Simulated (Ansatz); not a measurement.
**IrO₂ under pressure: fit and missing row**

IrO₂, P4_2/mnm, a = 4.529 Å, c = 3.180 Å. Ansatz: PBE, PAW, 420 eV, Γ-centred 8×8×12 mesh on 6 atoms, Gaussian smearing 0.10 eV; no spin polarisation. Cell and atoms are relaxed at each pressure, and no other structure is tried, so the rows at high pressure may lie past a change of phase.

| V (Å³/atom) | P (GPa) |
| --- | --- |
| 9.677 | 40.00 |
| 10.183 | 20.01 |
| 10.496 | 10.00 |
| 10.674 | 5.00 |
| 10.789 | 2.00 |
| 10.870 | 0.01 |
| ? | -2.00 |

**Question.** Take V0 = 10.870 Å³/atom, count pressures from its P0 = 0.01 GPa, fit the third-order Birch–Murnaghan form to the other rows, and predict the missing volume.

**Answer.** With the Eulerian strain f = ½[(V0/V)^(2/3) − 1] and y = (P − P0)/[3f(1 + 2f)^(5/2)], the form is the line y = B0 + 1.5 B0 (B0′ − 4) f. Rows (f, y): 0.04029, 272.6; 0.02224, 268.9; 0.01181, 266.0; 0.00610, 264.5; 0.00250, 262.0. Means f = 0.01659, y = 266.80; Σ(Δf)² = 0.0009250, ΣΔfΔy = 0.2449; the slope is their ratio. y = 262.4 + 264.8 f GPa, so B0 = 262.4 GPa and B0′ = 4 + 2 × (264.8)/(3 × 262.4) = 4.67. P = -2.00 GPa is met at f = -0.00259 (y = 261.71), so V = V0 (1 + 2f)^(−3/2) = 10.955 Å³/atom. The run gave 10.955 Å³/atom, the same to the digits shown. With a term in f² added B0′ becomes 5.11, so this figure hangs on the form.

Spin–orbit coupling is left out, which can shift energies with elements as heavy as these.